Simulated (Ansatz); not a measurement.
# CoSi2 (Fm-3m) in Ansatz: reference runs

How does CoSi2 come out in PBE? The cell is run as given and disturbed.

All numbers are computed with Ansatz 0.2.0; they aren't measurements. Logs are shortened: lines on timing, memory, paths and dates and some standing lists are left out, and cuts for length are marked.

## (1) Starting point

The structure is cubic, space group Fm-3m (No. 225). Conventional cell: a = 5.356 Å, b = 5.356 Å, c = 5.356 Å, α = 90.00°, β = 90.00°, γ = 90.00°. Co (site symmetry m-3m) has 8 Si at 2.32 Å as nearest neighbours. Around Si (site symmetry -43m) lie 4 Co at 2.32 Å.

## (2) Single point, PBE, collinear spin, ferromagnetic start

input.yaml

```yaml
crystal:
  lattice:
    - [0.0, 2.678, 2.678]
    - [2.678, 0.0, 2.678]
    - [2.678, 2.678, 0.0]
  atoms:
    - { symbol: Co, position: [0.0, 0.0, 0.0], spin: 2.0 }
    - { symbol: Si, position: [0.75, 0.75, 0.75] }
    - { symbol: Si, position: [0.25, 0.25, 0.25] }
hamiltonian:
  xc: pbe
  pseudopotentials: { kind: paw }
magnetization:
  spin_polarized: true
kpoints:
  mp_grid: { grid: [9, 9, 9] }
scf:
  occupations: { method: fermi_dirac, width: 0.05 }
output:
  forces: true
  stress: true
  eigenvalues: true
```

Potentials or basis: Ansatz PAW.

The run is started by

```console
ansatz run input.yaml --threads 2 --pin off --max-ram 5120MiB --backend cpu --events-out ev --progress --plain --runs-dir out
```

The program printed:

```text
Warning: RAYON_NUM_THREADS=2 ignored (pool sized by the plan → 2); use --threads N
Engine: ansatz 0.2.0, x86_64-unknown-linux-gnu
Pseudopotentials: kind: paw
Pseudopotential: Co, paw, valence charge 17, recommended cutoff 420 eV (normal), Co.paw.azcp
Pseudopotential: Si, paw, valence charge 4, recommended cutoff 420 eV (normal), Si.paw.azcp
Functional definition: PBE
  parameter kappa = 0.804
  parameter beta = 0.06672455060314922
  exchange = pbe_x(kappa = kappa, mu = beta*pi^2/3)
  correlation = pbe_c(beta = beta)
Crystal: 3 atoms, lattice volume = 38.412 Å³
Basis set: ecut = 420 eV, 749 PW (Γ), exchange–correlation on 54×54×54 points (8 copies of the dense FFT grid, shifted against one another)
Bands: 18, of which v1, the nominal top of the filled ones, is band 13 counted from 1 (12 counted from 0)
Symmetry: 48 space group operations
Space group: Fm-3m (ITA 225), of the structure as read, at distance tolerance 3.4e-5 Å
Magnetic group: BNS 225.116 (UNI 1618), of the structure as read, at distance tolerance 3.4e-5 Å
k-points: 35 of 729
Non-local potential: Co, projectors of the file, l = 0: 3, l = 1: 2, l = 2: 3, l = 3: 1
Non-local potential: Si, projectors of the file, l = 0: 2, l = 1: 2, l = 2: 2
PAW form: soft (Blöchl's): semilocal exchange-correlation on the pseudo side does not see the compensation charge
PAW one-centre angular grid: Co, 590 points (default); XC on 64 Gauss nodes
PAW one-centre angular grid: Si, 110 points (default); XC on 64 Gauss nodes
Initial density: superposition of atomic densities (chi_scale 0.1, normalization cell)
Starting moments: Σ|m| = 2 μB on 1 of 3 sites
Initial wavefunctions: pseudopotential atomic-orbital guess
Functional: x = pbe(κ = 0.804, μ = 0.2195149727645171), c = pbe(β = 0.06672455060314922)
SCF iter   1: F=—  HF=-6398.191072 eV  |F-HF|=—  |Δ(HF+E_count)|=         —  Δρ=1.52e-1 (↑1.52e-1 ↓9.31e-2)  dr2=1.48e0  dr2_m=5.02e0  M=0.314 μB ∫|m|=0.417 μB  β_m=0.30  ethr=3.10e-3  ⟨swp⟩=5.7  Hψ=6237  notcnv=0
Mixer restart at iter 1: flushing history
preconditioner: auto → Kerker (q_TF=auto, 2.540 Å⁻¹)  [metal: Δε(μ)=0.030 eV  Ē_g=8.785 eV  σ=0.050 eV  W_gap=0.15  n_scr=14 (ndim 8)  ℏωp=24.7 eV  f_vac=0.000  D(μ)=1.81/eV (n_scr^D=14)]
spin=Collinear: Kerker preconditioning applied to the charge; magnetization (m = ρ↑ − ρ↓) channel mixes plain (no charge-response kernel on spin).
SCF iter   2: F=—  HF=-6397.602377 eV  |F-HF|=—  |Δ(HF+E_count)|=   5.89e-1  Δρ=1.06e-1 (↑8.34e-2 ↓1.06e-1)  dr2=1.02e0  dr2_m=3.03e0  M=0.195 μB ∫|m|=0.291 μB  β_m=0.64  ethr=3.10e-3  ⟨swp⟩=2.6  Hψ=2556  notcnv=0  defer=71
SCF iter   3: F=—  HF=-6399.343755 eV  |F-HF|=—  |Δ(HF+E_count)|=    1.74e0  Δρ=5.39e-2 (↑5.39e-2 ↓2.81e-2)  dr2=4.09e-1  dr2_m=4.96e-1  M=0.064 μB ∫|m|=0.123 μB  β_m=0.78  ethr=3.10e-3  ⟨swp⟩=3.2  Hψ=2548  notcnv=0  defer=75
SCF iter   4: F=—  HF=-6399.221189 eV  |F-HF|=—  |Δ(HF+E_count)|=   1.23e-1  Δρ=1.59e-2 (↑1.59e-2 ↓1.33e-2)  dr2=3.45e-1  dr2_m=8.82e-4  M=-0.006 μB ∫|m|=0.010 μB  β_m=0.76  ethr=1.64e-3  ⟨swp⟩=2.2  Hψ=2849  notcnv=0  defer=78
SCF iter   5: F=—  HF=-6399.162202 eV  |F-HF|=—  |Δ(HF+E_count)|=   5.90e-2  Δρ=9.91e-3 (↑9.91e-3 ↓8.30e-3)  dr2=7.00e-2  dr2_m=2.43e-4  M=0.001 μB ∫|m|=0.006 μB  β_m=0.88  ethr=1.38e-3  ⟨swp⟩=2.0  Hψ=1880  notcnv=0  defer=78
SCF iter   6: F=—  HF=-6399.172995 eV  |F-HF|=—  |Δ(HF+E_count)|=   1.08e-2  Δρ=4.02e-3 (↑2.54e-3 ↓4.02e-3)  dr2=9.48e-3  dr2_m=3.25e-4  M=-0.004 μB ∫|m|=0.005 μB  β_m=0.94  ethr=2.80e-4  ⟨swp⟩=2.0  Hψ=2127  notcnv=0  defer=78
SCF iter   7: F=—  HF=-6399.175356 eV  |F-HF|=—  |Δ(HF+E_count)|=   2.36e-3  Δρ=6.58e-4 (↑6.58e-4 ↓3.58e-4)  dr2=4.63e-4  dr2_m=1.38e-5  M=-0.001 μB ∫|m|=0.001 μB  β_m=0.97  ethr=3.79e-5  ⟨swp⟩=2.4  Hψ=2138  notcnv=0  defer=78
SCF iter   8: F=—  HF=-6399.175443 eV  |F-HF|=—  |Δ(HF+E_count)|=   8.69e-5  Δρ=1.73e-4 (↑1.58e-4 ↓1.73e-4)  dr2=5.75e-5  dr2_m=1.13e-7  M=-0.000 μB ∫|m|=0.000 μB  β_m=0.99  ethr=1.85e-6  ⟨swp⟩=2.0  Hψ=1687  notcnv=0  defer=78
SCF iter   9: F=—  HF=-6399.175453 eV  |F-HF|=—  |Δ(HF+E_count)|=   1.08e-5  Δρ=1.83e-5 (↑1.76e-5 ↓1.83e-5)  dr2=7.22e-7  dr2_m=1.38e-8  M=0.000 μB ∫|m|=0.000 μB  β_m=0.99  ethr=2.30e-7  ⟨swp⟩=2.3  Hψ=1744  notcnv=0  defer=78
SCF iter  10: F=—  HF=-6399.175454 eV  |F-HF|=—  |Δ(HF+E_count)|=   4.48e-7  Δρ=6.57e-6 (↑6.57e-6 ↓5.17e-6)  dr2=4.37e-8  dr2_m=3.43e-10  M=0.000 μB ∫|m|=0.000 μB  β_m=1.00  ethr=2.89e-9  ⟨swp⟩=2.1  Hψ=1791  notcnv=0  defer=78
SCF iter  11: F=—  HF=-6399.175454 eV  |F-HF|=—  |Δ(HF+E_count)|=   3.35e-9  Δρ=4.11e-7 (↑4.11e-7 ↓2.84e-7)  dr2=1.77e-10  dr2_m=9.24e-12  M=0.000 μB ∫|m|=0.000 μB  β_m=1.00  ethr=1.75e-10  ⟨swp⟩=2.0  Hψ=1773  notcnv=0  defer=78
SCF iter  12: F=-6399.175454 eV  HF=-6399.175454 eV  |F-HF|=8.94e-10  |Δ(HF+E_count)|=  1.46e-10  Δρ=9.11e-7 (↑9.11e-7 ↓9.08e-7)  dr2=9.22e-10  dr2_m=1.28e-13  M=0.000 μB ∫|m|=0.000 μB  ethr=1.00e-12  ⟨swp⟩=6.2  Hψ=5113  notcnv=0
SCF 1 converged in 12 iterations: F = -6399.175454 eV  dr2 = 9.22e-10
WARN: the starting moments were not kept: the SCF closed with an absolute magnetisation of 4.2e-7 μB, where they sum to 2 μB in size (1 site). That is at most 0.1 of that sum. Measured as dr2_m measures the in/out step, that magnetisation stands 2.3e-14 eV from none, at or under the dr2_threshold of 1.0e-7 eV: it is no larger than a step whose dr2_m would equal this threshold. The system may hold no moment; this SCF shows only that its start led to no more than that. To try another start: raise the starting moments (crystal.atoms[].spin, magnetization.per_species, magnetization.initial_magnetization, or on a non-collinear deck that types none of these the spinor_matrix: blocks that start its atoms; where the total moment is fixed, keep their sum and leave initial_magnetization as it is; typed ones take the place of any that the run laid by itself, positive ones on a crystal's lanthanoids without a Hubbard term where scf.initial_density.shell_occupations: [] is typed) or, if the notice of its spin-set hold's release reads "site moments contracting" or "site moments show no strong build", lengthen the hold (scf.mixing.spin_hold: { on: { confirm: 4 } }; for m-r²SCAN on two components see the key's manual first). Each may lead to a state that holds a moment. A second SCF, from the converged charge density, with the starting moments and any scf.initial_density.shell_occupations laid on it anew, would have followed, and was not run: the deck does not ask for one (magnetization.retry_lost_moments is false, the default). To let it run, set magnetization.retry_lost_moments: true and run the deck again, where that key's refused combinations let it; where memory then withholds it, that run's warning says so.
SCF converged after 12 iterations
Magnetization: 0.0000 μB (12.5000 up, 12.5000 down)
Absolute magnetization: 0.0000 μB (∫|ρ↑−ρ↓|, with the PAW one-centre terms)
Spin contamination: 0.0000 ħ² per cell (⟨S²⟩ above its minimum at these occupations)
Per-site moments (μB) at R_I (Å): [(1.245625882999613e-7, 0.9566766129255746), (1.8582061455541383e-8, 0.9566766129255746), (1.85820614100994e-8, 0.9566766129255748)]
Free energy (F): -6399.175454 eV
Harris-Foulkes:  -6399.175454 eV  (|F-HF|=8.94e-10)
Internal energy: -6399.165337 eV  (E = F + TS)
E sigma→0 (E₀):  -6399.170395 eV
Entropy (-TS):   -0.010117 eV (-3.372 meV/atom)
Fermi energy:    12.855813 eV
--- Per-component energies (eV) ---
  E_band       = -284.079403
  E_kinetic    = 547.543341
  E_local      = -4096.234186  (includes V_loc(G=0)·N_el)
  E_nonlocal   = 501.281257
  E_hartree    = 1782.297887
  E_xc         = -274.105286
  E_vxc        = -305.261790  (∫ρ·V_xc dr)
  E_paw        = -2541.462066  (= ΣΔE_a)
  E_vpaw       = -496.006507  (= ΣTr[D̂ρ^β])
  E_aug_tail   = 0.000153  (compensation charges beyond the density's cutoff)
  E_ewald      = -2318.486437
  E_smearing   = -0.010117  (= −TS)
  E_closure    = 0.000000  (closes the sum)
  Σ components = -6399.175454   (vs F -6399.175454, Δ=0.00e0)
--- Forces (eV/Å), atoms counted from 1 ---
  atom   1  Co    -0.00000000     0.00000000    -0.00000000
  atom   2  Si    -0.00000000    -0.00000000     0.00000000
  atom   3  Si    -0.00000000    -0.00000000    -0.00000000
  max |Σ_I F_I| component: 2.78e-17 eV/Å
--- Stress (GPa, compression-positive) ---
        0.465571      -0.000000       0.000000
       -0.000000       0.465571      -0.000000
       -0.000000       0.000000       0.465571
  P = ⅓ Tr σ = 0.4656 GPa (4.656 kbar)
--- Band table (eV; the first three rows and the last of 70) ---
  k-point 0 ↑: bands = ["-81.8629", "-45.1784", "-45.1784", "-45.1784", "-0.2553", "8.8015", "8.8015", "8.8015", "10.9831", "10.9831", "13.6403", "16.3089", "16.3089", "16.3089", "16.3220", "16.3220", "16.3220", "18.5440"]
  k-point 1 ↑: bands = ["-81.8629", "-45.1786", "-45.1784", "-45.1784", "-0.0678", "8.3449", "8.8675", "8.8675", "10.9290", "10.9290", "13.6583", "14.6210", "15.3212", "15.3212", "17.2748", "17.2748", "18.1290", "18.1290"]
  k-point 2 ↑: bands = ["-81.8629", "-45.1794", "-45.1785", "-45.1785", "0.4884", "7.2046", "9.0349", "9.0349", "10.8444", "10.8444", "12.3481", "14.3302", "14.3302", "14.9889", "16.9391", "16.9391", "17.6144", "19.1437"]
  k-point 34 ↓: bands = ["-81.8629", "-45.1802", "-45.1798", "-45.1792", "4.2084", "5.0177", "7.0325", "7.1751", "10.3841", "10.6423", "11.0471", "11.4852", "12.2177", "16.1048", "16.7750", "18.4962", "20.1627", "21.9357"]
```

Wall time 2.6 s (2 threads of Intel Xeon Platinum 8259CL at 2.50GHz (Skylake/Cascade Lake), shared host); peak memory 0.39 GiB.

Results:

| Quantity | Value |
| --- | --- |
| Free energy | -6399.1755 eV |
| Pressure | 0.5 GPa |
| Band gap on the k mesh | none (metal or under the smearing width) |
| Net moment | 0.00 μB per cell |
| Absolute moment | 0.00 μB per cell |

Caveat: the starting moments collapsed, and a magnetic state may lie lower; the starting moments weren't kept.

## (3) Single point, PBE, collinear spin, ferromagnetic start (atoms moved at random, drawn with an rms of 0.05 Å)

Changes to input.yaml since step 2:

```diff
@@ -6,5 +6,5 @@
   atoms:
-    - { symbol: Co, position: [0.0, 0.0, 0.0], spin: 2.0 }
-    - { symbol: Si, position: [0.75, 0.75, 0.75] }
-    - { symbol: Si, position: [0.25, 0.25, 0.25] }
+    - { symbol: Co, position: [0.004716, -0.004592, 0.004402], spin: 2.0 }
+    - { symbol: Si, position: [0.749951, 0.747362, 0.754876] }
+    - { symbol: Si, position: [0.256657, 0.246427, 0.253465] }
 hamiltonian:
```

Potentials or basis: Ansatz PAW.

The run is started by

```console
ansatz run input.yaml --threads 2 --pin off --max-ram 5120MiB --backend cpu --events-out ev --progress --plain --runs-dir out
```

The program printed:

```text
Warning: RAYON_NUM_THREADS=2 ignored (pool sized by the plan → 2); use --threads N
[... 9 set-up lines as earlier in the session ...]
Crystal: 3 atoms, lattice volume = 38.412 Å³
Basis set: ecut = 420 eV, 749 PW (Γ), exchange–correlation on 54×54×54 points (8 copies of the dense FFT grid, shifted against one another)
Bands: 18, of which v1, the nominal top of the filled ones, is band 13 counted from 1 (12 counted from 0)
Symmetry: 1 space group operations
Space group: P1 (ITA 1), of the structure as read, at distance tolerance 3.4e-5 Å
Magnetic group: BNS 1.1 (UNI 1), of the structure as read, at distance tolerance 3.4e-5 Å
k-points: 365 of 729 (time reversal used)
[... 5 set-up lines as earlier in the session ...]
[... 22 lines left out ...]
SCF converged after 12 iterations
Magnetization: 0.0000 μB (12.5000 up, 12.5000 down)
Absolute magnetization: 0.0000 μB (∫|ρ↑−ρ↓|, with the PAW one-centre terms)
Spin contamination: 0.0000 ħ² per cell (⟨S²⟩ above its minimum at these occupations)
Per-site moments (μB) at R_I (Å): [(1.6751202486307234e-7, 0.950599770125817), (4.9816618598786264e-8, 0.950599770125817), (4.968777237017759e-8, 0.954203773121831)]
Free energy (F): -6399.173900 eV
Harris-Foulkes:  -6399.173900 eV  (|F-HF|=6.60e-9)
Internal energy: -6399.163751 eV  (E = F + TS)
E sigma→0 (E₀):  -6399.168826 eV
Entropy (-TS):   -0.010149 eV (-3.383 meV/atom)
Fermi energy:    12.855858 eV
--- Per-component energies (eV) ---
  E_band       = -284.086737
  E_kinetic    = 547.548040
  E_local      = -4096.270165  (includes V_loc(G=0)·N_el)
  E_nonlocal   = 501.284323
  E_hartree    = 1782.308100
  E_xc         = -274.106663
  E_vxc        = -305.263539  (∫ρ·V_xc dr)
  E_paw        = -2541.463404  (= ΣΔE_a)
  E_vpaw       = -496.008916  (= ΣTr[D̂ρ^β])
  E_aug_tail   = 0.000152  (compensation charges beyond the density's cutoff)
  E_ewald      = -2318.464135
  E_smearing   = -0.010149  (= −TS)
  E_closure    = 0.000000  (closes the sum)
  Σ components = -6399.173900   (vs F -6399.173900, Δ=0.00e0)
--- Forces (eV/Å), atoms counted from 1 ---
  atom   1  Co     0.04044867    -0.05225567     0.00078453
  atom   2  Si    -0.05728229     0.10721754     0.08818936
  atom   3  Si     0.01683293    -0.05496107    -0.08897393
  max |Σ_I F_I| component: 7.99e-7 eV/Å
--- Stress (GPa, compression-positive) ---
        0.480422      -0.594976      -0.543744
       -0.594976       0.486866       0.245464
       -0.543744       0.245464       0.489320
  P = ⅓ Tr σ = 0.4855 GPa (4.855 kbar)
--- Band table (eV; the first three rows and the last of 730) ---
  k-point 0 ↑: bands = ["-81.8632", "-45.1858", "-45.1768", "-45.1734", "-0.2557", "8.7872", "8.8041", "8.8119", "10.9829", "10.9832", "13.6402", "16.2496", "16.3087", "16.3170", "16.3273", "16.3342", "16.3495", "18.5016"]
  k-point 1 ↑: bands = ["-81.8632", "-45.1859", "-45.1770", "-45.1735", "-0.0683", "8.3465", "8.8573", "8.8732", "10.9290", "10.9301", "13.6612", "14.6228", "15.2906", "15.3510", "17.2541", "17.2775", "18.0872", "18.1612"]
  k-point 2 ↑: bands = ["-81.8632", "-45.1861", "-45.1775", "-45.1738", "0.4876", "7.2053", "9.0300", "9.0316", "10.8423", "10.8505", "12.3560", "14.2876", "14.3762", "14.9880", "16.9036", "16.9677", "17.6052", "19.1313"]
  k-point 364 ↓: bands = ["-81.8632", "-45.1881", "-45.1772", "-45.1740", "3.1681", "3.8015", "8.9453", "9.4069", "10.2812", "11.0068", "11.2198", "12.1125", "12.3989", "15.2620", "16.6498", "17.2609", "18.1689", "22.2425"]
```

It took 34 s on 2 threads of Intel Xeon Platinum 8259CL at 2.50GHz (Skylake/Cascade Lake), shared host; peak memory 0.8 GiB.

What came out:

| Property | Result |
| --- | --- |
| Free energy | -6399.1739 eV |
| Pressure | 0.5 GPa |
| Largest force | 0.150 eV/Å |
| Band gap on the k mesh | none (metal or under the smearing width) |
| Net moment | 0.00 μB per cell |
| Absolute moment | 0.00 μB per cell |

Forces in eV/Å, atoms in the order of the input:
```
Co   0.040 -0.052  0.001
Si  -0.057  0.107  0.088
Si   0.017 -0.055 -0.089
```

Stress tensor (GPa, compression positive):
```
 0.48 -0.59 -0.54
-0.59  0.49  0.25
-0.54  0.25  0.49
```

Levels at points of the mesh, in eV from the Fermi level:
Spin up:
| k point | band 10 | band 11 | band 12 | band 13 | band 14 | band 15 | band 16 | band 17 |
| --- | --- | --- | --- | --- | --- | --- | --- | --- |
| (0.00, 0.00, 0.00) | -1.87 | 0.78 | 3.39 | 3.45 | 3.46 | 3.47 | 3.48 | 3.49 |
Spin down:
```csv
k point,band 11,band 12,band 13,band 14,band 15,band 16
"(0.00, 0.00, 0.00)",0.78,3.39,3.45,3.46,3.47,3.48
```

Caveat: the starting moments collapsed, and a magnetic state may lie lower; the starting moments weren't kept.
